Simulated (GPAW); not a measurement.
Write an ASE script for GPAW 26.7.0 that does the following.

| Property | Result |
| --- | --- |
| Task | single point |
| Functional | PBEsol |
| Potentials or basis | PAW data sets generated in the run's folder for this functional |
| Cutoff | 600 eV |
| Basis | pw |
| k mesh | 6 × 6 × 6 |
| Occupations | fermi-dirac, width 0.05 eV |
| Spin | collinear spin, ferromagnetic start |
| Starting moments | [0.0, 0.0, 0.0, 0.0, 4.0, 4.0] μB |
| Maxiter | 150 |

MnSn2:

```
Sn Mn
1.0
    -3.32950    3.32950    2.72350
     3.32950   -3.32950    2.72350
     3.32950    3.32950   -2.72350
Sn Mn
4 2
Direct
  0.83770 0.66230 0.50000
  0.33770 0.83770 0.17540
  0.16230 0.33770 0.50000
  0.66230 0.16230 0.82460
  0.75000 0.75000 0.00000
  0.25000 0.25000 0.00000
```

One way to write it, as run:

run.py

```python
from ase import Atoms
from ase.dft.bandgap import bandgap
from ase.io import write
from ase.units import GPa
from gpaw import GPAW, PW, setup_paths

setup_paths.insert(0, '.')

atoms = Atoms(['Sn', 'Sn', 'Sn', 'Sn', 'Mn', 'Mn'],
              cell=[[-3.3295, 3.3295, 2.7235],
                    [3.3295, -3.3295, 2.7235],
                    [3.3295, 3.3295, -2.7235]],
              scaled_positions=[[0.8377, 0.6623, 0.5],
                                [0.3377, 0.8377, 0.1754],
                                [0.1623, 0.3377, 0.5],
                                [0.6623, 0.1623, 0.8246],
                                [0.75, 0.75, 0.0],
                                [0.25, 0.25, 0.0]],
              pbc=True)
atoms.set_initial_magnetic_moments([0.0, 0.0, 0.0, 0.0, 4.0, 4.0])

calc = GPAW(mode=PW(600),
            xc='PBEsol',
            kpts={'size': (6, 6, 6), 'gamma': True},
            occupations={'name': 'fermi-dirac', 'width': 0.05},
            nbands=67,
            convergence={'density': 1e-05, 'energy': 1e-05},
            maxiter=150,
            txt='gpaw.txt')
atoms.calc = calc
energy = atoms.get_potential_energy()
forces = atoms.get_forces()
stress = atoms.get_stress()
calc.write('gs.gpw')
write('result.traj', atoms)
print(f'Energy: {energy:.6f} eV')
print('Forces (eV/A):')
print(forces.round(4))
print('Stress (GPa):', (stress / GPa).round(3))
print('Moments:', calc.get_magnetic_moments().round(3))
print('Fermi level:', round(calc.get_fermi_level(), 4), 'eV')
print(f'Gap: {bandgap(calc)[0]:.4f} eV, direct: {bandgap(calc, direct=True)[0]:.4f} eV')
```

Potentials or basis: PAW data sets generated in the run's folder for this functional, pw.

Run with:

```console
$ gpaw-setup -f PBEsol Mn Sn
$ OMP_NUM_THREADS=1 python run.py
```

Results of the run:

The pressure is -5.9 GPa. The largest force is 0.200 eV/Å, the band gap on the k mesh is none (metal or under the smearing width) and the net moment is 4.37 μB per cell. The site moments are Sn -0.07; Mn +2.37 μB.

It took 7.1 min on 1 thread of Arm Neoverse V2 (shared host), peak memory 0.57 GiB.
